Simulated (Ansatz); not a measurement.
BaTiO₃: pressure and energy less free atoms against volume scale

Periodic Kohn-Sham DFT of a crystal at fixed atoms, scaled to volume_scale times the given cell; pressure positive in compression, energy less spherical unpolarised free atoms, largest_vzz the field gradient of largest size among the nuclei. The results are calculated, by Ansatz 0.2.0.

The cell before it is scaled or strained (space group Amm2, No. 38):
```
cell vectors (Å)
   3.9841     0.0000     0.0000
   0.0000     2.8370     2.8458
   0.0000    -2.8370     2.8458
atoms (fractions of the cell vectors)
Ba  0.00000  0.00000  0.00000
Ti  0.50000  0.50790  0.50790
O   0.00000  0.49210  0.49210
O   0.50000  0.50251  0.99371
O   0.50000  0.99371  0.50251
```

Settings of every row: method all-electron LAPW; functional PBEsol; relativity scalar; k mesh 8x8x8; filling fermi-dirac; smearing width 0.05 eV; basis error target 1 meV/atom; nucleus gaussian.

Atom start moment: 0 on all atoms.

Limits: no spin-orbit coupling on heavy atoms.

```
row  volume scale  V (Å³/atom)  pressure (GPa)  energy less free atoms (eV/atom)
  1          0.94       12.094           7.053                            -8.209
  2          0.96       12.352           2.825                           -8.2168
  3          0.98       12.609          -0.952                           -8.2183
  4          0.99       12.738          -2.686                           -8.2168
  5             1       12.867          -4.325                            -8.214
  6          1.01       12.995          -5.874                           -8.2099
  7          1.02       13.124          -7.338                           -8.2046
  8          1.04       13.381         -10.027                           -8.1906
  9          1.06       13.638               ?                                 ?
```

Question: what pressure and energy less free atoms should row 9 give?

Worked fit of pressure. Take u = (V_r/V)^(2/3) − 1 with V_r = 12.803 Å³ an atom, which is twice the finite (Eulerian) strain; such expansions in the strain, on which the Birch-Murnaghan equation of state is built, carry the rest volume and the bulk modulus. The shown rows have u = 0.03871, 0.0242, 0.01023, 0.0034, -0.00332, -0.00987, -0.01637, -0.02901. Least squares give pressure = −3.5271 + 245.022 × u + 728.41 × u² GPa; a straight line predicts inner rows, each left out in turn, worse (root mean square 0.25 against 0.0067 GPa). The rows lie off it by 0.004, -0.004, -0.008, 0.000, 0.008, 0.001, 0.005, -0.005 (root mean square 0.0051 GPa). The pressure vanishes at u = 0.0138, or V = 12.54 Å³ an atom, and there the bulk modulus at fixed shape and fractions is B = −V dP/dV = (2/3)(1 + u) dP/du = 179 GPa. Letting shape and atoms relax would as a rule lower it, by much in layered, chain or molecular crystals. The withheld row has u = -0.04125, so the fit gives −3.5271 + 245.022 × (-0.04125) + 728.41 × (-0.04125)² = -12.395 GPa.

The calculation gave -12.426 GPa. The fit lies 0.031 GPa (0.16 % of the column's range) above it; its largest miss of a shown row is 0.008 GPa. This row lies beyond the range of the fit.

Worked fit of energy less free atoms. Take u = (V_r/V)^(2/3) − 1 with V_r = 12.803 Å³ an atom, which is twice the finite (Eulerian) strain; such expansions in the strain, on which the Birch-Murnaghan equation of state is built, carry the rest volume and the bulk modulus. The shown rows have u = 0.03871, 0.0242, 0.01023, 0.0034, -0.00332, -0.00987, -0.01637, -0.02901. Least squares give energy less free atoms = −8.21556 − 0.4196 × u + 15.211 × u² eV/atom; a straight line predicts inner rows, each left out in turn, worse (root mean square 0.0052 against 3e-05 eV/atom). All shown rows lie on it to the printed digit. Its lowest point lies at u = 0.0138, or V = 12.54 Å³ an atom, and the curvature there gives the bulk modulus at fixed shape and fractions, B = (4/9)(1 + u)² E″(u)/V = 178 GPa. Letting shape and atoms relax would as a rule lower it, by much in layered, chain or molecular crystals. The withheld row has u = -0.04125, so the fit gives −8.21556 − 0.4196 × (-0.04125) + 15.211 × (-0.04125)² = -8.1724 eV/atom.

The calculation gave -8.1725 eV/atom. The fit lies 0.0001 eV/atom (0.22 % of the column's range) above it, one unit of the last digit. This row lies beyond the range of the fit.
